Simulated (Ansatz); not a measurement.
# Kick test of a cell of NaI

The structure comes from a generated guess, relaxed at this level; another structure or a mixture of phases may lie lower.

Computed with Ansatz 0.2.0, DFT PBE, scalar-relativistic, plane waves, PAW. Cutoff 420 eV; k points 6×6×2 on the computed 8-atom cell (Γ-centred); Gaussian smearing, width 0.02 eV; no spin polarisation.

The cell below (8 atoms, space group P6_3/mmc (No. 194)) is relaxed within its symmetry.

```
Na I
1.0
     4.58560    0.00000    0.00000
    -2.29280    3.97124    0.00000
     0.00000    0.00000   15.28985
Na I
4 4
Direct
  0.66667 0.33333 0.12355
  0.66667 0.33333 0.37645
  0.33333 0.66667 0.62355
  0.33333 0.66667 0.87645
  0.00000 0.00000 0.00000
  0.33333 0.66667 0.25000
  0.00000 0.00000 0.50000
  0.66667 0.33333 0.75000
```

For the test it was strained at random (σ = 1.5 % a component), the atoms were moved at random (σ = 0.05 Å), and all was relaxed again on a coarse 3×3×1 mesh (in the run’s order of axes) with 0.10 eV smearing, with no symmetry imposed.

These runs have no spin–orbit coupling, which can matter for I.

Question: Does it come back?

Answer: It returns, within 1 meV/atom of the unmoved cell on that mesh and with the same symmetry when read at 0.1 Å (P1 at 0.01 Å, so small strains and shifts remain). No instability shows in this cell; modes of other wave vectors, which need another repeat, aren't tested.
